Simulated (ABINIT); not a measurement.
A run of ABINIT 10.8.3 (patched build) is set up as follows.

The input run.abi:

```
# Pseudopotentials
pp_dirpath "./"
pseudos "Fe.upf, O.upf"

# Structure
acell 5.7602554485 5.7602554485 5.7602554485
rprim
     0.0000000000     0.7071067812     0.7071067812
     0.7071067812     0.0000000000     0.7071067812
     0.7071067812     0.7071067812     0.0000000000
ntypat 2
znucl 26 8
natom 2
typat 1 2
chkprim 0
chksymtnons 0
tolsym 1.0e-6
xred
            0.0            0.0            0.0
            1/2            1/2            1/2

# Plane-wave basis
ecut 59.0
ecutsm 0.5

# k points
kptopt 1
ngkpt 8 8 8
nshiftk 1
shiftk 0.0 0.0 0.0

# Exchange and correlation
ixc 11

# Bands and occupations
nband 16
occopt 3
tsmear 0.00183747

# Spin
nsppol 2
spinat
     0.0000000000     0.0000000000     3.0000000000
     0.0000000000     0.0000000000     0.0000000000

# SCF cycle
nstep 80
tolvrs 1.0e-12

# Output
iomode 3
prteig 0
prtebands 0
prtwf 0
prtden 0

# Relaxation
ionmov 2
optcell 2
ntime 50
tolmxf 2.0e-5
dilatmx 1.08
```

Potentials or basis: PseudoDojo NC SR PBE v0.5 stringent.

Run with:

```sh
$ mpirun --bind-to none -np 4 abinit run.abi > log 2>&1
```

(1) Predict the net moment.

(2) Predict the band gap on the k mesh.

(3) Estimate the site moments.

(4) What does it give for the relaxed cell?

## Answers

(1) 4.00 μB per cell.

(2) none (metal or under the smearing width).

(3) Fe +3.55; O +0.33 μB.

(4) a = 3.043 Å, b = 3.043 Å, c = 3.043 Å, α = 60.00°, β = 60.00°, γ = 60.00°.

Caveat: a cell with one magnetic atom can't hold antiferromagnetic order, which such compounds often take; semilocal functionals often make such compounds metallic where correlation or magnetic order opens a gap, which also shifts bond lengths.
